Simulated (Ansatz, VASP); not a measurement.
KCl: VASP beside Ansatz

```
CELL_PARAMETERS angstrom
0.05605 3.52651 3.52651
3.52651 0.05605 3.52651
3.52651 3.52651 0.05605
ATOMIC_POSITIONS crystal
K 0.00186 0.00186 0.00186
Cl 0.24814 0.24814 0.24814
```

Change from the starting cell: epitaxial_111 strain -1.1%.

Alike in both runs: task single point; functional r2SCAN; k mesh 6 × 6 × 6; no spin polarisation.

```csv
,VASP,Ansatz
version,VASP 6.6.1,Ansatz 0.2.0
potentials or method,"VASP PAW PBE potentials, release 64 (K_sv, Cl)","plane waves, PAW"
plane-wave cutoff (eV),520,500
occupations,"gaussian, width 0.01 eV",fixed
valence electrons in the cell,16,16
```

```tsv
	VASP	Ansatz	Ansatz less VASP
gap on the k mesh at the Fermi level (eV)	5.35	5.35	-0.002
pressure (GPa)	0.1	0.1	+0.01
```

Caveats: the PAW data sets were made with another functional, which shifts forces and pressure a little (VASP). A k mesh can miss the band edges.
